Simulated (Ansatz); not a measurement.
# Effect of 5 layers on AlSb

The parent structure is AlSb in the zinc blende structure (space group F-43m, No. 216; a = 6.2256 Å). Axes: x, y, z lie along the cube axes.

Modification: a free-standing slab of 5 layers (10 atoms, 2 a layer) is cut normal to [110], with 15 Å of vacuum and the in-plane cell held at bulk.

Calculations: Kohn–Sham DFT with the PBE functional, run in Ansatz (a first-principles code) with PAW and 420 eV plane waves, scalar-relativistic without spin-orbit coupling, earlier PAW set. Γ-centred 11×8×1 mesh, Fermi–Dirac width 0.05 eV, for the changed cell.

```csv
quantity,base,changed,shift
layer's space group (with vacuum),–,Pmm2 (No. 25),–
shortest interatomic distance,2.696 Å,2.658 Å,-0.038 Å
band gap,1.24 eV,0.58 eV,-0.654 eV
gap character,–,"indirect, Γ → X",–
smallest direct gap,1.28 eV,1.23 eV,-0.05 eV
"valence-band top at Γ (three highest levels, from the VBM)","0.00, 0.00, 0.00 eV","0.00, -0.29, -0.40 eV",–
excess energy per area of both faces (slab less bulk energy over the cell's area: twice a surface energy),–,1.09 J/m²,–
change of the spacing d12 from its bulk value of 2.201 Å,–,-8.6 %,–
change of the spacing d23 from its bulk value of 2.201 Å,–,+1.5 %,–
```

Final structure:

```yaml
crystal:
  lattice:
    - [4.40215, 0.00000, 0.00000]
    - [0.00000, 6.22559, 0.00000]
    - [0.00000, 0.00000, 23.80431]
  atoms:
    - { symbol: Sb, position: [0.75000, 0.51314, 0.30445] }
    - { symbol: Al, position: [0.25000, 0.30887, 0.33879] }
    - { symbol: Sb, position: [0.25000, 0.97421, 0.40811] }
    - { symbol: Al, position: [0.75000, 0.72205, 0.40415] }
    - { symbol: Sb, position: [0.75000, 0.48377, 0.50000] }
    - { symbol: Al, position: [0.25000, 0.22971, 0.50000] }
    - { symbol: Sb, position: [0.25000, 0.97421, 0.59189] }
    - { symbol: Al, position: [0.75000, 0.72205, 0.59585] }
    - { symbol: Sb, position: [0.75000, 0.51314, 0.69555] }
    - { symbol: Al, position: [0.25000, 0.30887, 0.66121] }
```

The excess energy carries the mismatch between the slab's and the bulk's meshes. Spin-orbit coupling, missing from the scalar runs, can matter with Sb. Whether these cells are dynamically stable was not tested. k-point labels follow each cell's own Brillouin zone.
